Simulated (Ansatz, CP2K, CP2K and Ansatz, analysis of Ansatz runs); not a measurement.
# V_Cl in LiCl (Fm-3m): how far do the levels depend on the basis, the k-points, the functional and the program? (CP2K and Ansatz)

Question: at which Fermi levels does V_Cl in LiCl (Fm-3m) change its charge, and how much of the answer depends on the basis, the k-points, the functional and the program? The model is a cell of 64 host atoms with 1 Cl taken out.

Method: CP2K Gaussian and plane waves DFT, PBEsol, SR-DZVP basis, GTH potentials; charged supercells in a uniform background, point-charge correction with alignment at far sites, in CP2K and Ansatz.

**1. Starting point**

The cell holds 63 atoms: 32 Li and 31 Cl. Its edges and angles: a = 10.129 Å, b = 10.129 Å, c = 10.129 Å, α = 90.0°, β = 90.0°, γ = 90.0°. It derives from LiCl (space group Fm-3m). Nearest the centre at fractional (0.250, 0.500, 0.500): Li56 at 2.52 Å, Li27 at 2.53 Å, Li12 at 2.53 Å, Li28 at 2.54 Å, Li19 at 2.54 Å, Li25 at 2.54 Å, Cl45 at 3.58 Å, Cl29 at 3.58 Å.

As a file:

```xyz
63
Lattice="10.1294 0.0000 0.0000 0.0000 10.1294 0.0000 0.0000 0.0000 10.1294" Properties=species:S:1:pos:R:3 pbc="T T T"
Li   -0.0009    0.0041   -0.0008
Li   -0.0014    2.5384    2.5314
Li    2.5325    0.0026    2.5290
Li    2.5339    2.5352   -0.0034
Cl   -0.0027   -0.0002    2.5324
Cl    0.0033    2.5349    0.0003
Cl    2.5329    0.0005   -0.0013
Cl    2.5319    2.5320    2.5272
Li   -0.0043    0.0018    5.0656
Li    0.0016    2.5216    7.6021
Li    2.5335   -0.0022    7.5951
Li    2.5280    2.5297    5.0557
Cl   -0.0007   -0.0031    7.5962
Cl   -0.0032    2.5304    5.0669
Cl    2.5320   -0.0023    5.0600
Cl    2.5312    2.5256    7.5948
Li    0.0090    5.0684   -0.0035
Li   -0.0061    7.5990    2.5339
Li    2.5267    5.0725    2.5292
Li    2.5380    7.5974    0.0060
Cl   -0.0001    5.0639    2.5327
Cl    0.0037    7.5977   -0.0022
Cl    2.5359    5.0652    0.0015
Cl    2.5299    7.5979    2.5333
Li   -0.0048    5.0666    5.0720
Li    0.0047    7.5933    7.5981
Li    2.5404    5.0572    7.5933
Li    2.5250    7.5992    5.0684
Cl    0.0012    5.0611    7.5971
Cl   -0.0024    7.5977    5.0635
Cl    2.5323    7.5935    7.5984
Li    5.0661    0.0049   -0.0011
Li    5.0632    2.5338    2.5250
Li    7.6005   -0.0039    2.5326
Li    7.6010    2.5373    0.0039
Cl    5.0642    0.0000    2.5291
Cl    5.0681    2.5369   -0.0039
Cl    7.5942    0.0042    0.0006
Cl    7.6005    2.5329    2.5322
Li    5.0652   -0.0043    5.0553
Li    5.0652    2.5304    7.5922
Li    7.5951   -0.0024    7.5966
Li    7.5922    2.5315    5.0705
Cl    5.0633    0.0007    7.5938
Cl    5.0605    2.5329    5.0592
Cl    7.5940   -0.0001    5.0646
Cl    7.5983    2.5352    7.6016
Li    5.0717    5.0676   -0.0015
Li    5.0650    7.5954    2.5359
Li    7.5937    5.0596    2.5406
Li    7.6044    7.6007    0.0015
Cl    5.0657    5.0655    2.5352
Cl    5.0678    7.5999   -0.0004
Cl    7.5997    5.0696    0.0042
Cl    7.5969    7.5959    2.5338
Li    5.0564    5.0618    5.0622
Li    5.0668    7.5977    7.5973
Li    7.6032    5.0601    7.6047
Li    7.5896    7.5924    5.0705
Cl    5.0642    5.0631    7.5980
Cl    5.0622    7.5987    5.0635
Cl    7.5948    5.0668    5.0728
Cl    7.5991    7.5995    7.5973
```

Screening for the image-charge correction: ε∞ = 3.15, ε0 = 9.35, computed on the host (DFPT, PBEsol, on the LDA cell (Ansatz)), and a cell off the functional's own equilibrium shifts the ionic part.

The cell's shortest repeat is 10.1 Å.

The lattice comes from a plane-wave relaxation (Ansatz, PBEsol).

**2. Is the host at rest in this supercell?**

The defect-free supercell is relaxed from atoms displaced by 0.05 Å at random. If the crystal tilts or distorts on its own, that energy would otherwise be counted to the defect.

The input, cell.inp:

```
&GLOBAL
  PROJECT cell
  RUN_TYPE GEO_OPT
  PRINT_LEVEL LOW
&END GLOBAL
&FORCE_EVAL
  METHOD QS
  &DFT
    BASIS_SET_FILE_NAME BASIS_MOLOPT
    POTENTIAL_FILE_NAME GTH_POTENTIALS
    &MGRID
      CUTOFF 500
      REL_CUTOFF 45
      NGRIDS 5
    &END MGRID
    &QS
      METHOD GPW
      EPS_DEFAULT 1.0E-10
      EXTRAPOLATION USE_PREV_P
    &END QS
    &SCF
      SCF_GUESS ATOMIC
      EPS_SCF 1.0E-5
      MAX_SCF 150
      ADDED_MOS 16
      CHOLESKY OFF
      EPS_EIGVAL 1.0E-7
      &DIAGONALIZATION ON
        ALGORITHM STANDARD
      &END DIAGONALIZATION
      &MIXING ON
        METHOD BROYDEN_MIXING
        ALPHA 0.4
        BETA 1.5
        NBUFFER 8
      &END MIXING
      &SMEAR ON
        METHOD FERMI_DIRAC
        ELECTRONIC_TEMPERATURE [K] 116.045
      &END SMEAR
    &END SCF
    &XC
      &XC_FUNCTIONAL
        &GGA_X_PBE_SOL
        &END GGA_X_PBE_SOL
        &GGA_C_PBE_SOL
        &END GGA_C_PBE_SOL
      &END XC_FUNCTIONAL
    &END XC
    &PRINT
      &KPOINTS ON
      &END KPOINTS
      &MULLIKEN ON
        &EACH
          QS_SCF 0
          GEO_OPT 0
          CELL_OPT 0
          MD 0
        &END EACH
        ADD_LAST NUMERIC
      &END MULLIKEN
      &MO ON
        ENERGIES T
        OCCUPATION_NUMBERS T
        &EACH
          QS_SCF 0
          GEO_OPT 0
          CELL_OPT 0
          MD 0
        &END EACH
        ADD_LAST NUMERIC
      &END MO
    &END PRINT
  &END DFT
  &SUBSYS
    &CELL
      A 10.1294427933 0.0000000000 -0.0000000000
      B 0.0000000000 10.1294427933 -0.0000000000
      C 0.0000000000 0.0000000000 10.1294427933
      PERIODIC XYZ
    &END CELL
    &COORD
      Li  -0.0355399891 -0.0202450668 0.0287584153
      Li  -0.0013365109 2.5548009349 2.5770221976
      Li  2.5091461862 -0.0255806516 2.4962121618
      Li  2.5599221941 2.4936514106 0.0155549026
[... 54 atom lines left out ...]
      Li  7.6021725972 5.0914134010 7.6390537960
      Li  7.5688349701 7.6200698835 5.0989801403
      Cl  5.1143207176 5.0606577586 7.6019188509
      Cl  5.0444522983 7.5724074804 5.1031964151
      Cl  7.5556956491 5.0401317192 5.0512117753
      Cl  7.5891056149 7.5488981526 7.6077911317
    &END COORD
    &KIND Li
      BASIS_SET DZVP-MOLOPT-SR-GTH-q3
      POTENTIAL GTH-PBE-q3
    &END KIND
    &KIND Cl
      BASIS_SET DZVP-MOLOPT-SR-GTH-q7
      POTENTIAL GTH-PBE-q7
    &END KIND
    &PRINT
      &ATOMIC_COORDINATES ON
      &END ATOMIC_COORDINATES
      &CELL ON
      &END CELL
    &END PRINT
  &END SUBSYS
  &PRINT
    &FORCES ON
    &END FORCES
  &END PRINT
&END FORCE_EVAL
&MOTION
  &GEO_OPT
    OPTIMIZER BFGS
    MAX_ITER 80
    MAX_FORCE [eV*angstrom^-1] 0.02
    RMS_FORCE [eV*angstrom^-1] 0.02
    MAX_DR 5.0E-2
    RMS_DR 3.0E-2
  &END GEO_OPT
  &PRINT
    &TRAJECTORY ON
    &END TRAJECTORY
    &CELL ON
    &END CELL
    &FORCES ON
    &END FORCES
    &RESTART OFF
    &END RESTART
    &RESTART_HISTORY OFF
    &END RESTART_HISTORY
  &END PRINT
&END MOTION
```

On the command line:

```sh
> OMP_NUM_THREADS=1 mpirun -n 4 cp2k.psmp -i cell.inp -o cell.out
```

Numbers of over 12 decimals in the logs are rounded to 6 here.

Log:

```text
CP2K| version string:                                       CP2K version 2026.2
 CP2K| Input file name                                                  cell.inp

[...]
GLOBAL| Basis set file name                                        BASIS_MOLOPT
 GLOBAL| Potential file name                                      GTH_POTENTIALS
[...]
GLOBAL| Project name                                                       cell
 GLOBAL| Run type                                                        GEO_OPT
[...]
GLOBAL| Total number of message passing processes                             4
 GLOBAL| Number of threads for this process                                    1
[...]
CELL| Volume [angstrom^3]:                                          1039.337670
 CELL| Vector a [angstrom]:      10.129     0.000     0.000   |a| =    10.129443
 CELL| Vector b [angstrom]:       0.000    10.129     0.000   |b| =    10.129443
 CELL| Vector c [angstrom]:       0.000     0.000    10.129   |c| =    10.129443
[...]
MO|    175               0.339024               9.225309               0.000000
 MO|    176               0.339039               9.225729               0.000000
 MO| Sum:                                                             320.000000
 MO| E(Fermi):            0.247292 a.u.          6.729162 eV
 MO| Band gap:            0.230705 a.u.          6.277805 eV

 !-----------------------------------------------------------------------------!
                     Mulliken Population Analysis

 #  Atom  Element  Kind  Atomic population                           Net charge
       1     Li       1          2.552479                              0.447521
       2     Li       1          2.554417                              0.445583
       3     Li       1          2.554313                              0.445687
[...]
63     Cl       2          7.446199                             -0.446199
      64     Cl       2          7.446122                             -0.446122
 # Total charge                            320.000000                 -0.000000

 !-----------------------------------------------------------------------------!

 ENERGY| Total FORCE_EVAL ( QS ) energy [hartree]           -719.176792
[key lines of the parts left out:]
Fermi energy:                                                 0.247292
Total energy (extrapolated to T->0):                       -719.176792
```

Wall time 3 min (4 MPI ranks of Arm Neoverse V1, shared host); peak memory 3 GiB; 12 min of CPU time.

After 6 steps the atoms stand at most 0.01 Å from their symmetric sites, so the symmetric structure holds.

**3. Band edges**

Levels are counted from the valence top, which comes from the defect-free supercell, zone centre alone; the energy of the host comes from the defect-free supercell at the defects' own k-points, so that the host's part of the sampling error cancels.

The input, cell.inp:

```
&GLOBAL
  PROJECT cell
  RUN_TYPE ENERGY_FORCE
  PRINT_LEVEL LOW
&END GLOBAL
&FORCE_EVAL
  METHOD QS
  &DFT
    BASIS_SET_FILE_NAME BASIS_MOLOPT
    POTENTIAL_FILE_NAME GTH_POTENTIALS
    &MGRID
      CUTOFF 500
      REL_CUTOFF 45
      NGRIDS 5
    &END MGRID
    &QS
      METHOD GPW
      EPS_DEFAULT 1.0E-10
    &END QS
    &SCF
      SCF_GUESS ATOMIC
      EPS_SCF 1.0E-6
      MAX_SCF 150
      ADDED_MOS 16
      CHOLESKY OFF
      EPS_EIGVAL 1.0E-7
      &DIAGONALIZATION ON
        ALGORITHM STANDARD
      &END DIAGONALIZATION
      &MIXING ON
        METHOD BROYDEN_MIXING
        ALPHA 0.4
        BETA 1.5
        NBUFFER 8
      &END MIXING
      &SMEAR ON
        METHOD FERMI_DIRAC
        ELECTRONIC_TEMPERATURE [K] 116.045
      &END SMEAR
    &END SCF
    &XC
      &XC_FUNCTIONAL
        &GGA_X_PBE_SOL
        &END GGA_X_PBE_SOL
        &GGA_C_PBE_SOL
        &END GGA_C_PBE_SOL
      &END XC_FUNCTIONAL
    &END XC
    &PRINT
      &KPOINTS ON
      &END KPOINTS
      &MULLIKEN ON
        &EACH
          QS_SCF 0
          GEO_OPT 0
          CELL_OPT 0
          MD 0
        &END EACH
        ADD_LAST NUMERIC
      &END MULLIKEN
      &MO ON
        ENERGIES T
        OCCUPATION_NUMBERS T
        &EACH
          QS_SCF 0
          GEO_OPT 0
          CELL_OPT 0
          MD 0
        &END EACH
        ADD_LAST NUMERIC
      &END MO
      &E_DENSITY_CUBE ON
        STRIDE 2 2 2
        &EACH
          QS_SCF 0
          GEO_OPT 0
          CELL_OPT 0
          MD 0
        &END EACH
        ADD_LAST NUMERIC
      &END E_DENSITY_CUBE
      &V_HARTREE_CUBE ON
        STRIDE 2 2 2
        &EACH
          QS_SCF 0
          GEO_OPT 0
          CELL_OPT 0
          MD 0
        &END EACH
        ADD_LAST NUMERIC
      &END V_HARTREE_CUBE
    &END PRINT
  &END DFT
  &SUBSYS
    &CELL
      A 10.1294427933 0.0000000000 -0.0000000000
      B 0.0000000000 10.1294427933 -0.0000000000
      C 0.0000000000 0.0000000000 10.1294427933
      PERIODIC XYZ
    &END CELL
    &COORD
      Li  -0.0009476400 0.0041477975 -0.0008328900
      Li  -0.0014266400 2.5384417975 2.5314371100
      Li  2.5325133600 0.0025557975 2.5289831100
      Li  2.5338643600 2.5351927975 -0.0033898900
[... 54 atom lines left out ...]
      Li  7.6032283600 5.0600637975 7.6047001100
      Li  7.5895773600 7.5923717975 5.0704841100
      Cl  5.0642243600 5.0630677975 7.5980151100
      Cl  5.0622493600 7.5987407975 5.0634731100
      Cl  7.5947953600 5.0667977975 5.0727621100
      Cl  7.5990793600 7.5994567975 7.5973131100
    &END COORD
    &KIND Li
      BASIS_SET DZVP-MOLOPT-SR-GTH-q3
      POTENTIAL GTH-PBE-q3
    &END KIND
    &KIND Cl
      BASIS_SET DZVP-MOLOPT-SR-GTH-q7
      POTENTIAL GTH-PBE-q7
    &END KIND
    &PRINT
      &ATOMIC_COORDINATES ON
      &END ATOMIC_COORDINATES
      &CELL ON
      &END CELL
    &END PRINT
  &END SUBSYS
  &PRINT
    &FORCES ON
    &END FORCES
  &END PRINT
&END FORCE_EVAL
```

On the command line:

```sh
> OMP_NUM_THREADS=1 cp2k.psmp -i cell.inp -o cell.out
```

Log:

```text
CP2K| version string:                                       CP2K version 2026.2
 CP2K| Input file name                                                  cell.inp

[...]
GLOBAL| Basis set file name                                        BASIS_MOLOPT
 GLOBAL| Potential file name                                      GTH_POTENTIALS
[...]
GLOBAL| Project name                                                       cell
 GLOBAL| Run type                                                   ENERGY_FORCE
[...]
GLOBAL| Total number of message passing processes                             1
 GLOBAL| Number of threads for this process                                    1
[...]
CELL| Volume [angstrom^3]:                                          1039.337670
 CELL| Vector a [angstrom]:      10.129     0.000     0.000   |a| =    10.129443
 CELL| Vector b [angstrom]:       0.000    10.129     0.000   |b| =    10.129443
 CELL| Vector c [angstrom]:       0.000     0.000    10.129   |c| =    10.129443
[...]
2     Li       1          2.554419                              0.445581
       3     Li       1          2.554314                              0.445686
[...]
63     Cl       2          7.446206                             -0.446206
      64     Cl       2          7.446122                             -0.446122
 # Total charge                            320.000000                 -0.000000

 !-----------------------------------------------------------------------------!

 ENERGY| Total FORCE_EVAL ( QS ) energy [hartree]           -719.176789

 FORCES| Atomic forces [hartree/bohr]
 FORCES|   Atom     x               y               z               |f|
 FORCES|      1  6.42540508E-05 -1.08495029E-04  5.14277871E-05   1.36178455E-04
 FORCES|      2  4.58460029E-05 -1.68382333E-04  9.19713925E-05   1.97264297E-04
 FORCES|      3 -5.95942879E-05 -6.66600639E-05  2.12762442E-05   9.19114892E-05
[...]
FORCES|     63 -1.11815697E-05 -1.82989416E-04 -2.69731944E-04   3.26137204E-04
 FORCES|     64 -7.35373649E-05 -1.67449618E-04  9.89858879E-05   2.07955102E-04
 FORCES| Sum    -6.22605650E-07 -1.63050902E-06 -1.25850476E-07
 FORCES| Total atomic force                                       1.74986737E-06
[key lines of the parts left out:]
Fermi energy:                                                 0.247292
Total energy (extrapolated to T->0):                       -719.176798
```

It took 2.4 min on 1 thread; peak memory 2.1 GiB.

The gap at this level is 6.28 eV.

Test of the sampling: at the zone centre alone the host's energy lies 8 meV an atom above its value on a shifted 2×2×2 mesh, both taken in plane waves, close enough for the relaxations.

(Continued in part 2 of 4.)

[Logs are printed without paths, hosts, clocks, repeated set-up lines and the standing remarks that a program may print on its own settings, such as how far it seeks lower states.]

[Hosts, paths, dates, database ids (printed as entryN), source tags and the programs' standing remarks are cut or masked in the printed files.]

[For some hosts the program warned that the k-mesh of the response run may be too coarse for force constants and the static dielectric constant; such warnings are not shown here.]

[Charge tables in the logs are Mulliken or Hirshfeld populations, whose sizes and signs can differ; where basis functions stand at a vacancy, SIESTA counts their charge against the missing atom's valence.]

[In relaxation paths of CP2K, step 0 can be the structure after the first move, since the trajectory file begins there, and the last row can be the final structure solved once more.]
